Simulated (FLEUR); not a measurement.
**CdS in FLEUR: convergence with Kmax**

Input of the first run (Kmax 2.6); the others differ in this setting and in those tied to it:

File inp.xml:

```xml
<?xml version="1.0" encoding="UTF-8" standalone="no"?>
<fleurInput fleurInputVersion="0.39">
   <comment>
      CdS                                                                                                 
   </comment>
   <calculationSetup>
      <cutoffs Kmax="2.6" Gmax="16.5" GmaxXC="16.5" numbands="0"/>
      <scfLoop itmax="60" minDistance="0.00001" maxIterBroyd="15" imix="Anderson" alpha="0.05" precondParam="0.0" spinf="2.0" sdNocoIR="T"/>
      <coreElectrons ctail="T" frcor="F" kcrel="0" coretail_lmax="0"/>
      <xcFunctional name="pbe" relativisticCorrections="F"/>
      <magnetism jspins="1"/>
      <soc l_soc="F" theta="0.0" phi="0.0" spav="F"/>
      <expertModes spex="0" secvar="F"/>
      <geometryOptimization l_f="T" forcealpha="1.0" forcemix="BFGS" epsdisp="0.0005" epsforce="0.0002"/>
      <ldaU l_linMix="F" mixParam="0.05" spinf="1.0"/>
   </calculationSetup>
   <cell>
      <bzIntegration valenceElectrons="26.0" mode="hist" fermiSmearingEnergy="0.00183747">
         <kPointListSelection listName="default-1"/>
         <!-- k-points included here -->
         <xi:include xmlns:xi="http://www.w3.org/2001/XInclude" href="kpts.xml"> </xi:include>
      </bzIntegration>
      <!-- symmetry operations included here -->
      <xi:include xmlns:xi="http://www.w3.org/2001/XInclude" href="sym.xml"> </xi:include>
      <bulkLattice scale="1.0">
         <bravaisMatrix>
            <row-1>    0.0000000000000000     5.2028771141982020     5.2028771141982020</row-1>
            <row-2>    5.2028771141982020     0.0000000000000000     5.2028771141982020</row-2>
            <row-3>    5.2028771141982020     5.2028771141982020     0.0000000000000000</row-3>
         </bravaisMatrix>
      </bulkLattice>
   </cell>
   <atomSpecies>
      <species name="Cadmium (Cd)" element="Cd" atomicNumber="48">
         <mtSphere radius="2.66" gridPoints="879" logIncrement="0.015"/>
         <atomicCutoffs lmax="11" lnonsphr="8"/>
         <electronConfig flipSpins="F">
            <coreConfig>(1s1/2) (2s1/2) (2p1/2) (2p3/2) (3s1/2) (3p1/2) (3p3/2) (3d3/2) (3d5/2)</coreConfig>
            <valenceConfig>(4s1/2) (4p1/2) (4p3/2) (5s1/2) (4d3/2) (4d5/2)</valenceConfig>
         </electronConfig>
         <energyParameters s="5" p="5" d="4" f="4"/>
         <lo type="SCLO" l="0" n="4" eDeriv="0"/>
         <lo type="SCLO" l="1" n="4" eDeriv="0"/>
         <lo type="SCLO" l="1" n="4" eDeriv="1"/>
         <lo type="SCLO" l="2" n="4" eDeriv="2"/>
         <lo type="SCLO" l="3" n="4" eDeriv="2"/>
      </species>
      <species name="Sulfur (S)" element="S" atomicNumber="16">
         <mtSphere radius="2.01" gridPoints="671" logIncrement="0.017"/>
         <atomicCutoffs lmax="8" lnonsphr="6"/>
         <electronConfig flipSpins="F">
            <coreConfig>(1s1/2) (2s1/2) (2p1/2) (2p3/2)</coreConfig>
            <valenceConfig>(3s1/2) (3p1/2) (3p3/2)</valenceConfig>
            <stateOccupation state="(3p1/2)" spinUp="0.666667" spinDown="0.666667"/>
            <stateOccupation state="(3p3/2)" spinUp="1.333333" spinDown="1.333333"/>
         </electronConfig>
         <energyParameters s="3" p="3" d="3" f="4"/>
         <lo type="SCLO" l="0" n="3" eDeriv="2"/>
         <lo type="SCLO" l="1" n="3" eDeriv="2"/>
         <lo type="SCLO" l="2" n="3" eDeriv="2"/>
         <lo type="SCLO" l="3" n="4" eDeriv="2"/>
      </species>
   </atomSpecies>
   <atomGroups>
      <atomGroup species="Cadmium (Cd)">
         <relPos label="                   1">.0043500000 -.0227350000 .0131390000</relPos>
         <force calculate="T" relaxXYZ="TTT"/>
      </atomGroup>
      <atomGroup species="Sulfur (S)">
         <relPos label="                   2">-.4991650000 .4939670000 .4974020000</relPos>
         <force calculate="T" relaxXYZ="TTT"/>
      </atomGroup>
   </atomGroups>
   <output dos="F" band="F" slice="F">
      <checks vchk="F" cdinf="F"/>
      <bandDOS minEnergy="-.5*Htr" maxEnergy="0.5*Htr" sigma="0.015" storeEVData="T"/>
      <vacuumDOS vacdos="F" integ="F" star="F" nstars="0" locx1="0.0" locy1="0.0" locx2="0.0" locy2="0.0" nstm="0" tworkf="0.0"/>
      <unfoldingBand unfoldBand="F" supercellX="1" supercellY="1" supercellZ="1"/>
      <plotting iplot="0" polar="F">
         <plot TwoD="T" vec1="  1.0  0.0  0.0" vec2="  0.0  1.0  0.0" vec3="  0.0  0.0  1.0" zero="  0.0  0.0  0.0" file="plot"/>
      </plotting>
      <chargeDensitySlicing numkpt="0" minEigenval="0.0" maxEigenval="0.0" nnne="0" pallst="F"/>
      <specialOutput eonly="F"/>
      <moessbauerParams electricFieldGradient="T" isomerShift="T" coreHyperfine="T" valenceHyperfine="T"/>
      <magneticCircularDichroism mcd="F" energyLo="-10.0" energyUp="0.0"/>
   </output>
  <!-- We include the file relax.xml here to enable relaxations (see documentation) -->
  <xi:include xmlns:xi="http://www.w3.org/2001/XInclude" href="relax.xml"> <xi:fallback/> </xi:include>
</fleurInput>
```

Contents of crystal.txt:

```
CdS
&input cartesian=F /
0.0000000000  2.7532440000  2.7532440000
2.7532440000  0.0000000000  2.7532440000
2.7532440000  2.7532440000  0.0000000000
1.8897261246
1.0 1.0 1.0

2
48 0.0043500000  -0.0227350000  0.0131390000
16 0.5008350000  0.4939670000  0.4974020000

&kpt div1=4 div2=4 div3=4 gamma=T /
```

Potentials or basis: all-electron, FLAPW.

The run is started by

```console
$ inpgen -f crystal.txt -profile fastHighL
$ # inp.xml edited to the form shown
$ fleur_MPI
```

The cell isn't the ideal one: atoms moved at random.

The cell comes from a database or a generator and needn't be the stable form of this composition.

Hardware: 1 thread of Arm Neoverse V1, with other jobs on the host.

Q: The values tried are 2.6, 3, 3.4, 3.8, 4.2, 4.6, 5, 5.5, loosest first. From which on does the energy stay within 1 meV/atom of the tightest run that finished?

A: From 4.2 on.

```csv
Kmax,"energy less the tightest run, at zero smearing (meV/atom)",largest force (eV/Å),SCF cycles,CPU time (s),peak memory (GiB)
2.6,572.16,0.066,19,160,0.22
3,126.32,0.071,18,160,0.22
3.4,23.25,0.075,18,170,0.22
3.8,4.35,0.075,18,180,0.23
4.2,0.79,0.075,18,210,0.23
4.6,0.12,0.075,18,270,0.23
5,0.00,0.075,18,350,0.23
5.5,timed out after 600 s,-,-,-,-
```

Against the tightest run, the largest force stays within 0.005 eV/Å from 3 on. The tightest run that finished is the yardstick and may itself not be fully converged.

Caveat, for the tightest run too: the k mesh is coarse (spacing up to 0.49 Å⁻¹), so the values aren't converged.
